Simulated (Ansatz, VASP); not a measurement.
# One calculation of MgO (scan), two programs

```
Mg O
1.0
     0.00000    2.10217    2.10217
     2.10217    0.00000    2.10217
     2.10217    2.10217    0.00000
Mg O
1 1
Cartesian
  0.0000 0.0000 0.0000
  2.1022 2.1022 2.1022
```

Alike in both runs: functional r2SCAN; k mesh 10 × 10 × 10; occupations gaussian, width 0.02 eV; no spin polarisation.

Ansatz relaxed the structure, and its values are those at the end. VASP's run is a single point on that final structure, the one shown.

|  | VASP | Ansatz |
| --- | --- | --- |
| version | VASP 6.6.1 | Ansatz 0.2.0 |
| potentials or method | VASP PAW PBE potentials, release 64 (Mg, O) | scalar-relativistic, plane waves, PAW |
| plane-wave cutoff (eV) | 520 | 500 |
| valence electrons in the cell | 8 | 16 |

Ansatz gave:

| Property | Result |
| --- | --- |
| gap on the k mesh at the Fermi level (eV) | 5.68 |
| least direct gap on the mesh (eV) | 5.68 |
| pressure (GPa) | 0.0 |

Question: What did VASP give for the same quantities?

Answer: gap on the k mesh at the Fermi level (eV): 5.66; least direct gap on the mesh (eV): 5.66; pressure (GPa): -1.1.

The functional is the same, so the differences come from potentials, cutoffs and numerics. The two sets of potentials don't hold the same shells in valence.

Caveats: the PAW data sets were made with another functional, which shifts forces and pressure a little (VASP). r2SCAN opens gaps a little over a GGA but as a rule still falls short of measured ones.
